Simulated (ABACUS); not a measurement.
# Sc (I4/mmm) in ABACUS: reference runs

How does Sc come out in PBE? The cell is run as given and disturbed, then over a range of volumes.

Program: ABACUS 3.10.1. These are calculated values, not measurements. Logs are shortened: lines on timing, memory, paths and dates and some standing lists are left out, and cuts for length are marked.

### 1 Starting point

Symmetry: I4/mmm, No. 139, tetragonal system. Conventional cell: a = 3.834 Å, b = 3.834 Å, c = 3.435 Å, α = 90.00°, β = 90.00°, γ = 90.00°. Sc (site symmetry 4/mmm) has 10 Sc at 3.21 to 3.44 Å as nearest neighbours.

This isn't the form of Sc at room conditions, which is hcp.

### 2 Equation of state, PBE, 23.74 Å³/atom (volume scaled by 0.94)

The input, INPUT:

```
INPUT_PARAMETERS
suffix              Sc
calculation         scf
basis_type          pw
pseudo_dir          ./
symmetry            1
dft_functional      pbe
ecutwfc             79
pseudo_rcut         10
nspin               1
nbands              10
ks_solver           dav
smearing_method     fd
smearing_sigma      0.00367493
scf_thr             1e-08
scf_nmax            100
mixing_type         broyden
mixing_beta         0.7
cal_force           1
cal_stress          1
kpar                4
```

The input, STRU:

```
ATOMIC_SPECIES
Sc 44.9559 Sc.upf

LATTICE_CONSTANT
1.8897261246

LATTICE_VECTORS
-1.8780678615 1.8780678615 1.6825400391
1.8780678615 -1.8780678615 1.6825400391
1.8780678615 1.8780678615 -1.6825400391

ATOMIC_POSITIONS
Direct

Sc
0.0
1
0.0000000000 0.0000000000 0.0000000000 1 1 1
```

The input, KPT:

```
K_POINTS
0
Gamma
10 10 10 0 0 0
```

Potentials or basis: PseudoDojo NC SR 0.4.1 PBE standard, plane waves.

On the command line:

```bash
OMP_NUM_THREADS=1 mpirun -np 4 abacus > log
```

running log:

```text
ABACUS v3.10.1

               Atomic-orbital Based Ab-initio Computation at UStc

 ------------------------------------------------------------------------------------

 READING GENERAL INFORMATION
                           global_out_dir = OUT.Sc/
                           global_in_card = INPUT
                               pseudo_dir = ./
                              orbital_dir =
                                    DSIZE = 4
                                    GSIZE = 1

 READING UNITCELL INFORMATION
                                    ntype = 1
                  lattice constant (Bohr) = 1.88973
              lattice constant (Angstrom) = 1

 READING ATOM TYPE 1
                               atom label = Sc
                      L=0, number of zeta = 1
                      L=1, number of zeta = 1
                      L=2, number of zeta = 1
             number of atom for this type = 1

                        TOTAL ATOM NUMBER = 1
DIRECT COORDINATES
    atom                   x                   y                   z     mag                  vx                  vy                  vz
taud_Sc1            0.0000000000        0.0000000000        0.0000000000  0.0000        0.0000000000        0.0000000000        0.0000000000

                          Volume (Bohr^3) = 160.193
                             Volume (A^3) = 23.7382

 Lattice vectors: (Cartesian coordinate: in unit of a_0)
             -1.87807            +1.87807            +1.68254
             +1.87807            -1.87807            +1.68254
             +1.87807            +1.87807            -1.68254
 Reciprocal vectors: (Cartesian coordinate: in unit of 2 pi/a_0)
                   +0           +0.266231            +0.29717
            +0.266231                  +0            +0.29717
            +0.266231           +0.266231                  +0
 The esolver type has been set to : ksdft_pw

                PAO radial cut off (Bohr) = 10

 Read in pseudopotential file is Sc.upf
                     pseudopotential type = NC
          exchange-correlation functional = PBE
                 nonlocal core correction = 1
                        valence electrons = 11
                                     lmax = 2
                           number of zeta = 4
                     number of projectors = 6
                           L of projector = 0
                           L of projector = 0
                           L of projector = 1
                           L of projector = 1
                           L of projector = 2
                           L of projector = 2
     initial pseudo atomic orbital number = 10

 SETUP THE ELECTRONS NUMBER
            electron number of element Sc = 11
      total electron number of element Sc = 11
            AUTOSET number of electrons:  = 11
                           occupied bands = 6
                                   NBANDS = 10
                                   NLOCAL = 9

%%%%%%%%%%%%%%%%%%%%%%%%%%%%%%%%%%%%%%%%%%%%%%%%%%%%%%%%%%%%%%%%%%%%%%%%%%%%%%%%%%%%%%%%%%%%%%%%%%%%%%%%%%
 Warning: the number of valence electrons in pseudopotential > 3 for Sc: [Ar] 3d1 4s2
 Pseudopotentials with additional electrons can yield (more) accurate outcomes, but may be less efficient.
 If you're confident that your chosen pseudopotential is appropriate, you can safely ignore this warning.
%%%%%%%%%%%%%%%%%%%%%%%%%%%%%%%%%%%%%%%%%%%%%%%%%%%%%%%%%%%%%%%%%%%%%%%%%%%%%%%%%%%%%%%%%%%%%%%%%%%%%%%%%%

 SETUP THE PLANE WAVE BASIS
 energy cutoff for charge/potential (unit:Ry) = 316
            fft grid for charge/potential = [ 36, 36, 36 ]
                        fft grid division = [ 1, 1, 1 ]
        big fft grid for charge/potential = [ 36, 36, 36 ]
                                     nbxx = 46656
                                     nrxx = 46656

 SETUP PLANE WAVES FOR CHARGE/POTENTIAL
                    number of plane waves = 15105
                         number of sticks = 797

 PARALLEL PW FOR CHARGE/POTENTIAL
     PROC   COLUMNS(POT)             PW
        1            797          15105
 --------------- sum -------------------
        1            797          15105
                            number of |g| = 947
                                  max |g| = 28.5108
                                  min |g| = 0

----------- Double Check Mixing Parameters Begin ------------
mixing_type: broyden
mixing_beta: 0.7
mixing_gg0: 1
mixing_gg0_min: 0.1
mixing_ndim: 8
----------- Double Check Mixing Parameters End ------------

 LATTICE VECTORS: (CARTESIAN COORDINATE: IN UNIT OF A0)
             -1.87807            +1.87807            +1.68254
             +1.87807            -1.87807            +1.68254
             +1.87807            +1.87807            -1.68254
                       right hand lattice = 1
                                   NORM_A = 3.14408
                                   NORM_B = 3.14408
                                   NORM_C = 3.14408
                           ALPHA (DEGREE) = 106.641
                           BETA  (DEGREE) = 106.641
                           GAMMA (DEGREE) = 115.292

 The lattice vectors have been changed (STRU_SIMPLE.cif)

(for optimal symmetric configuration:)
                             BRAVAIS TYPE = 6
                     BRAVAIS LATTICE NAME = 06. Tetrogonal I (body-centered)
                                    ibrav = 6
                                    IBRAV = 6
                                  BRAVAIS = BODY CENTERED TETROGONAL CELL
                       LATTICE CONSTANT A = 3.75614
                                C/A RATIO = 0.895889
Original cell was already a primitive cell.
                        ROTATION MATRICES = 16
              PURE POINT GROUP OPERATIONS = 16
                   SPACE GROUP OPERATIONS = 16
                              POINT GROUP = D_4h
               POINT GROUP IN SPACE GROUP = D_4h

 SETUP K-POINTS
                                    nspin = 1
                   Input type of k points = Monkhorst-Pack(Gamma)
                                   nkstot = 1000
                       right hand lattice = 1
(for reciprocal lattice: )
                             BRAVAIS TYPE = 6
                     BRAVAIS LATTICE NAME = 06. Tetrogonal I (body-centered)
                                    ibrav = 6
                       right hand lattice = 1
(for k-lattice: )
                             BRAVAIS TYPE = 6
                     BRAVAIS LATTICE NAME = 06. Tetrogonal I (body-centered)
                                    ibrav = 6
                       right hand lattice = 1
                        ROTATION MATRICES = 16
                               nkstot_ibz = 102
K-POINTS REDUCTION ACCORDING TO SYMMETRY
     IBZ    DIRECT_X    DIRECT_Y    DIRECT_Z  WEIGHT  ibz2bz
       1  0.00000000  0.00000000  0.00000000  0.0010       0
       2 -0.10000000  0.00000000  0.10000000  0.0080       1
       3 -0.20000000  0.00000000  0.20000000  0.0080       2
       4 -0.30000000  0.00000000  0.30000000  0.0080       3
       5 -0.40000000  0.00000000  0.40000000  0.0080       4
       6  0.50000000  0.00000000  0.50000000  0.0040       5
[... 22 lines left out ...]
      29  0.50000000  0.40000000  0.10000000  0.0160      45
      30 -0.40000000  0.40000000  0.00000000  0.0040      46
[... 72 further k points ...]

                               nkstot now = 102
[... K-POINTS DIRECT COORDINATES: 102 rows ...]

           k-point number in this process = 26
       minimum distributed K point number = 25
[... stars of the k points ...]

[... K-POINTS CARTESIAN COORDINATES: 26 rows ...]

[... K-POINTS DIRECT COORDINATES: 26 rows ...]

 SETUP PLANE WAVES FOR WAVE FUNCTIONS
     energy cutoff for wavefunc (unit:Ry) = 79
              fft grid for wave functions = [ 36, 36, 36 ]
                    number of plane waves = 2739
                         number of sticks = 257

 PARALLEL PW FOR WAVE FUNCTIONS
     PROC   COLUMNS(POT)             PW
        1            257           2739
 --------------- sum -------------------
        1            257           2739

 SETUP NONLOCAL PSEUDOPOTENTIALS IN PLANE WAVE BASIS
 Sc non-local projectors:
 projector 1 L=0
 projector 2 L=0
 projector 3 L=1
 projector 4 L=1
 projector 5 L=2
 projector 6 L=2
      TOTAL NUMBER OF NONLOCAL PROJECTORS = 18

 Init Non-Local PseudoPotential table :
 Init Non-Local-Pseudopotential done.

                                     npwx = 1913

 Make real space PAO into reciprocal space.
       max mesh points in Pseudopotential = 1001
     dq(describe PAO in reciprocal space) = 0.01
                                    max q = 1071

 number of pseudo atomic orbitals for Sc is 4
WARNING: norm of atomic wavefunction # 3 of atomic type Sc is 0.999925, renormalized
WARNING: norm of atomic wavefunction # 4 of atomic type Sc is 0.999377, renormalized

 -------------------------------------------
 SELF-CONSISTENT
 -------------------------------------------
                                 init_chg = atomic

 PW ALGORITHM --------------- ION=   1  ELEC=   1--------------------------------
 Notice: Threshold on eigenvalues was too large.
 hsover_error=0.11 > DRHO=0.0133091
 Origin diag ethr = 0.01
 New diag ethr = 0.000120992

 Density error is 0.0134282620757
                          Error Threshold = 0.000120992225562
----------------------------------------------------------
     Energy           Rydberg                 eV
----------------------------------------------------------
 E_KohnSham     -96.7780762982       -1316.7332791337
 E_Harris       -97.5548902846       -1327.3023756359
 E_Fermi        0.7365017929         10.0206209708
----------------------------------------------------------
[... 51 lines left out ...]
 Density error is 7.98301708202e-10
                          Error Threshold = 4.6964634526e-10
----------------------------------------------------------
     Energy           Rydberg                 eV
----------------------------------------------------------
 E_KohnSham     -96.7810700271       -1316.7740109061
 E_KS(sigma->0) -96.7803320521       -1316.7639702411
 E_Harris       -96.7810748167       -1316.7740760716
 E_band         -12.0226845633       -163.5770153181
 E_one_elec     -36.9085732878       -502.1669017647
 E_Hartree      20.6595983441        281.0882558710
 E_xc           -16.2008120372       -220.4233559328
 E_Ewald        -64.3298070962       -875.2519277497
 E_entropy(-TS) -0.0014759500        -0.0200813299
 E_descf        0.0000000000         0.0000000000
 E_exx          0.0000000000         0.0000000000
 E_Fermi        0.7200358083         9.7965897573
----------------------------------------------------------

 charge density convergence is achieved
 final etot is -1316.7740109 eV
 EFERMI = 9.7965897573 eV

 STATE ENERGY(eV) AND OCCUPATIONS    NSPIN == 1
 1/26 kpoint (Cartesian) = 0.0000 0.0000 0.0000 (1913 pws)
       1       -39.6830     0.00200000
       2       -18.0741     0.00200000
       3       -18.0741     0.00200000
       4       -18.0463     0.00200000
       5        4.49649     0.00200000
       6        10.8693    9.63655e-13
       7        11.6127    3.35828e-19
       8        11.6127    3.35828e-19
       9        12.2962    3.88947e-25
      10        13.1426    1.72943e-32
[... 49 lines left out ...]
 6/26 kpoint (Cartesian) = 0.13312 0.26623 0.14858 (1896 pws)
       1       -39.6041     0.00800000
       2       -18.5095     0.00800000
       3       -18.2222     0.00800000
       4       -18.0898     0.00800000
       5        8.01015     0.00800000
       6        9.83394     0.00257168
       7        10.5628    1.77009e-09
       8        12.7410    2.13038e-28
       9        13.5148    4.04320e-35
      10        14.1340    1.69411e-40

[... levels at 20 further k points ...]

------------------------------------------------------------------------------------------
 TOTAL-FORCE (eV/Angstrom)
------------------------------------------------------------------------------------------
                       Sc1         0.0000000000         0.0000000000         0.0000000000
------------------------------------------------------------------------------------------

----------------------------------------------------------------
 TOTAL-STRESS (KBAR)
----------------------------------------------------------------
        21.8249122175        -0.0000000000         0.0000000000
        -0.0000000000        21.8249122175        -0.0000000000
         0.0000000000         0.0000000000        33.7411946385
----------------------------------------------------------------
 TOTAL-PRESSURE: 25.797006 KBAR

 --------------------------------------------
 !FINAL_ETOT_IS -1316.7740109060591749 eV
 --------------------------------------------
```

Run time: 5.1 s. Hardware: 4 MPI ranks of Intel Xeon 6975P-C (Granite Rapids), shared host; peak memory 0.28 GiB.

Results:

```yaml
Free_energy: -1316.7740 eV
Pressure: 2.6 GPa
Band_gap_on_the_k_mesh: none (metal or under the smearing width)
```

(Part 1 of 2 ends here.)
